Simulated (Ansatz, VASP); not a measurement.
**One calculation of La2O3, two programs**

```
La O
1.0
     3.88311    0.00000    0.00000
    -1.94155    3.36287    0.00000
     0.00000    0.00000    5.95078
La O
2 3
Direct
  0.66667 0.33333 0.75603
  0.33333 0.66667 0.24397
  0.66667 0.33333 0.35338
  0.33333 0.66667 0.64662
  0.00000 0.00000 0.00000
```

Alike in both runs: functional LDA; k mesh 6 × 6 × 4; occupations gaussian, width 0.02 eV; no spin polarisation.

Ansatz relaxed the structure, and its values are those at the end. VASP's run is a single point on that final structure, the one shown.

```csv
,VASP,Ansatz
version,VASP 6.6.1,Ansatz 0.2.0
potentials or method,"VASP PAW LDA potentials, release 64 (La, O)","scalar-relativistic, plane waves, PAW"
plane-wave cutoff (eV),520,600
valence electrons in the cell,40,40
```

Ansatz gave:

```
gap on the k mesh at the Fermi level (eV) : 3.74
least direct gap on the mesh (eV)         : 3.81
pressure (GPa)                            : 0.0
rms of the force components (eV/Å)        : 0.000
```

**Question.** Estimate VASP's values.

**Answer.** gap on the k mesh at the Fermi level (eV): 3.73; least direct gap on the mesh (eV): 3.80; pressure (GPa): 0.0; rms of the force components (eV/Å): 0.004.

Ansatz warned: «pseudo_functional_mismatch».

Caveats: spin-orbit coupling is left out, which moves the levels of the heavy elements. As with any semilocal functional, this LDA gap is likely too small. A k mesh can miss the band edges.
